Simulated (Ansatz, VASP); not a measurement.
# ZnS (Wurtzite-2H) in VASP and in Ansatz

File INCAR:

```
SYSTEM = ZnS
PREC = Accurate
ENCUT = 520
EDIFF = 1E-6
ISMEAR = 0
SIGMA = 0.02
LREAL = .FALSE.
LASPH = .TRUE.
NELM = 80
ALGO = Normal
ISIF = 2
LWAVE = .FALSE.
LCHARG = .FALSE.
GGA = PE
NBANDS = 26
```

The input KPOINTS:

```
regular mesh
0
G
  8 8 5
  0 0 0
```

Contents of POSCAR:

```
ZnS
1.0
    3.8110000000      0.0000000000      0.0000000000
   -1.9055000000      3.3004228138      0.0000000000
    0.0000000000      0.0000000000      6.2340000000
Zn S
2 2
Direct
    0.6666666667      0.3333333333      0.5000000000
    0.3333333333      0.6666666667      0.0000000000
    0.6666666667      0.3333333333      0.8850000000
    0.3333333333      0.6666666667      0.3850000000
```

Contents of input.yaml:

```yaml
crystal:
  lattice:
    - [3.811, 0.0, 0.0]
    - [-1.9055, 3.3004228138, 0.0]
    - [0.0, 0.0, 6.234]
  atoms:
    - { symbol: Zn, position: [0.6666666667, 0.3333333333, 0.5] }
    - { symbol: Zn, position: [0.3333333333, 0.6666666667, 0.0] }
    - { symbol: S, position: [0.6666666667, 0.3333333333, 0.885] }
    - { symbol: S, position: [0.3333333333, 0.6666666667, 0.385] }
hamiltonian:
  xc: pbe
  pseudopotentials: { kind: paw }
kpoints:
  mp_grid: { grid: [8, 8, 5] }
scf:
  occupations: { method: gaussian, width: 0.02 }
output:
  forces: true
  stress: true
  eigenvalues: true
  write_density: true
  write_potential: true
  elf: true
  volumetric_format: npy
```

Alike in both runs: task single point; functional PBE; k mesh 8 × 8 × 5; occupations gaussian, width 0.02 eV; no spin polarisation.

```csv
,VASP,Ansatz
version,VASP 6.6.1,Ansatz 0.2.0
potentials or method,"VASP PAW PBE potentials, release 64 (Zn, S)",Ansatz PAW
plane-wave cutoff (eV),520,420
valence electrons in the cell,36,36
```

|  | VASP | Ansatz | Ansatz less VASP |
| --- | --- | --- | --- |
| gap on the k mesh at the Fermi level (eV) | 2.25 | 2.25 | -0.006 |
| least direct gap on the mesh (eV) | 2.25 | 2.25 | -0.006 |
| pressure (GPa) | 2.5 | 2.3 | -0.16 |
| largest component of the traceless stress (GPa) | 1.37 | 1.35 | -0.024 |
| rms of the force components (eV/Å) | 0.186 | 0.184 | -0.0019 |

Atom by atom the forces differ by 0.002 eV/Å (rms over components).

Caveats: odd divisions of the mesh miss points on the zone boundary, where band edges often lie, so the gap on the mesh can be too wide (Ansatz). Expect the measured gap to be larger: semilocal functionals such as PBE lack the derivative discontinuity.
